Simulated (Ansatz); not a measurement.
## WC: strain energy, fitted

WC, P-6m2, a = 2.898 Å, c = 2.828 Å. Ansatz: PBEsol, PAW, 420 eV, Γ-centred 24×24×18 mesh on 2 atoms, Gaussian smearing 0.10 eV; no spin polarisation. Series: strain along c alone, the other axes held, atoms fixed by symmetry; x is the strain in per cent. y is the free energy over the unstrained cell, V0 = 10.287 Å³/atom.

```tsv
x (%)	y (meV/atom)
-4.5	?
-3.0	29.97
-1.5	7.13
0.0	0.00
1.5	7.05
3.0	27.04
4.5	58.79
```

**Question.** Fit y = c2 x² + c3 x³ to the other rows, turn c2 into a modulus, and predict the missing energy.

**Answer.** Least squares on the rows shown. y = 3.1605 x² − 0.056633 x³. In eV per unit strain² c2 is 31.60; this is C33 with relaxed ions (E = ½ C33 V0 ε²): 2 × 31.60 × 160.2 / (10.287) = 984 GPa. The unstrained cell keeps some stress along the strain, worth a slope of 0.12 meV/atom per %, which the form leaves out. At x = -4.5 the fit asked for gives 69.16 meV/atom. The run gave 70.22 meV/atom, so the fit is 1.06 meV/atom too low, 1.5 % of the span of the series, against an rms of 0.11 meV/atom on the fitted rows. The row lies outside the fitted range. With a term in x⁴ added, a fit to the same known rows predicts 68.65 meV/atom, further off still.

Spin–orbit coupling is left out, which can shift energies with elements as heavy as these.